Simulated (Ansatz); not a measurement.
## NiO (NiAs-type structure)

Method: PBE, scalar-relativistic; collinear spin; PAW, 420 eV, 12×12×8 k-mesh, Gaussian smearing of 0.05 eV; code Ansatz. The datasets are Ansatz's generated set soft_2.

```
Ni O
1.0
     2.91310    0.00000    0.00000
    -1.45655    2.52282    0.00000
     0.00000    0.00000    5.05522
Ni O
2 2
Direct
  0.00000 0.00000 0.00000
  0.00000 0.00000 0.50000
  0.33333 0.66667 0.25000
  0.66667 0.33333 0.75000
```

The start was a prototype's sites filled with these elements. The Crystallography Open Database lists the compound in space group Fm-3m (rock salt), so this is a trial structure.

Magnetic state: antiferromagnetic, site spin moments Ni 1.33, -1.33 μB.

The cell above was scaled in volume, and shape and atoms were relaxed at each volume within its symmetry. Energies are counted from the cell above.

The cell is relaxed to zero pressure at this level.

| V (Å³/atom) | ΔE (meV/atom) | P from the stress (GPa) |
| --- | --- | --- |
| 8.777 | 18.18 | 12.00 |
| 8.916 | 9.36 | 8.37 |
| 9.102 | 2.27 | 3.96 |
| 9.288 | 0.00 | -0.01 |
| 9.474 | 2.13 | -3.56 |
| 9.659 | 8.11 | -6.75 |
| 9.938 | 23.59 | -10.92 |
| 10.217 | 45.72 | -14.46 |

Question: Do the energies and the pressures agree? Compare −ΔE/ΔV between neighbouring points (1 meV/Å³ = 0.1602 GPa) with the mean of their pressures.

Answer: 
```tsv
interval (Å³/atom)	−ΔE/ΔV (GPa)	mean P (GPa)
8.78 to 8.92	10.1	10.2
8.92 to 9.10	6.1	6.2
9.10 to 9.29	2.0	2.0
9.29 to 9.47	-1.8	-1.8
9.47 to 9.66	-5.2	-5.2
9.66 to 9.94	-8.9	-8.8
9.94 to 10.22	-12.7	-12.7
```
They differ by 0.07 GPa at most.

Question: What do the two routes give for V0, B0 and B0′?

Answer: A third-order Birch–Murnaghan fit of the energies: V0 = 9.29 Å³/atom, B0 = 187 GPa, B0′ = 4.4. A polynomial of P in ln V, with B = −dP/d ln V at P = 0: V0 = 9.29 Å³/atom, B0 = 188 GPa, B0′ = 4.4.

B0·V0 = 187.3 GPa × 9.29 Å³ = 10.86 eV/atom sets the scale: near the minimum ΔE ≈ ½ B0 V0 x², with x = V/V0 − 1, and a pressure of 1.9 GPa squeezes the volume by about 1 %. At the ends of the curve: x = −5.5 % predicts 16.4 meV/atom and the run gives 18.2; x = +10.0 % predicts 54.3 meV/atom and the run gives 45.7. The curve is steeper than the parabola on the compressed side and flatter on the expanded side: the bulk modulus rises with pressure.

Site moments are of spin, integrated over atomic spheres.
